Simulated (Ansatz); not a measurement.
Runs of Ansatz 0.2.0 on FeGe. It takes space group P2_13 (No. 198, cubic). Conventional cell: a = 4.689 Å, b = 4.689 Å, c = 4.689 Å, α = 90.00°, β = 90.00°, γ = 90.00°. Around Ge (site symmetry 3) lie 7 Fe at 2.38 to 2.64 Å. Fe (site symmetry 3) is surrounded by 7 Ge at 2.38 to 2.64 Å. 

```tsv
task	level	cell	cutoff (eV)	points for each segment of the path	gap on the mesh (eV)	pressure (GPa)	moment (μB)	relaxed volume (Å³/atom)	largest force (eV/Å)
band structure	PBEsol	as given	420	10	none	-10.0	4.21	-	(c)
relaxation of cell and atoms	PBE	relaxed	420	-	none	0.0	4.16	12.67	0.01
relaxation of cell and atoms	PBEsol	relaxed	420	-	none	0.0	4.02	12.14	0.01
band structure	LDA	as given	420	10	none	-15.2	4.08	-	0.24
band structure	PBE	as given	420	10	none	(a)	(b)	-	0.08
relaxation of cell and atoms	r2SCAN	relaxed	500	-	none	0.0	7.93	13.13	0.01
relaxation of cell and atoms	LDA	relaxed	420	-	none	0.0	3.48	11.77	-
band structure	r2SCAN	as given	500	10	none	2.4	7.71	-	0.29
```

Alike in all rows: potentials or basis Ansatz PAW; spin collinear, ferromagnetic start; k mesh 6 × 6 × 6; smearing fermi-dirac 0.05 eV.

**Question.** Estimate the missing entries.

**Answer.** (a) -2.7; (b) 4.24; (c) 0.14.

Caveats: the PAW data sets come from PBE, with cores solved anew for the run's functional, which leaves a small shift of forces and pressure (some runs); the plane-wave basis is chosen anew once the cell has moved, so the energies of steps on either side of that aren't comparable (some runs); the magnetic or orbital state may not be the lowest (some runs).

A k mesh can miss the band edges, and the runs leave out spin-orbit coupling on Ge.

A gap of «none» marks a metal or a gap under the smearing width.

Not every run made on this cell is shown here.
